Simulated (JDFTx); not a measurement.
A run of JDFTx 1.7.0 (patched build):

File SnO.in:

```
lattice \
    3.8136952200     0.0000000000     0.0000000000 \
    0.0000000000     3.8136952200     0.0000000000 \
    0.0000000000     0.0000000000     4.8869133000
latt-scale 1.889726124626 1.889726124626 1.889726124626
coords-type Lattice
ion Sn     0.5000000000     0.0000000000     0.7646261400 1
ion Sn     0.0000000000     0.5000000000     0.2353738600 1
ion O      0.0000000000     0.0000000000     0.0000000000 1
ion O      0.5000000000     0.5000000000     0.0000000000 1

ion-species pseudo/Sn.upf
ion-species pseudo/O.upf
elec-cutoff 50 400
elec-ex-corr mgga-x-r2scan mgga-c-r2scan
kpoint-folding 3 3 2
elec-smearing Fermi 0.0018374661
elec-n-bands 27
electronic-SCF nIterations 100 energyDiffThreshold 1e-09
electronic-minimize nIterations 30 energyDiffThreshold 1e-7
converge-empty-states yes
forces-output-coords Cartesian

dump-name run.$VAR
dump End Ecomponents EigStats BandEigs Kpoints Forces Stress ElecDensity KEdensity
```

Potentials or basis: SG15-PBE-1.2 with smoothed tails.

Command:

```console
$ jdftx -c 1 -i SnO.in -o SnO.out
```

Hardware: 1 thread of Intel(R) Xeon(R) Platinum 8488C (Sapphire Rapids) (shared host).

Q: How long does it take, and how much memory?

A: Run time: 2.8 min on 1 thread of Intel(R) Xeon(R) Platinum 8488C (Sapphire Rapids), with other jobs on the host, peak memory 0.3 GiB. Counts: scf iterations 26, bands 27, k points 6, plane waves 8108.
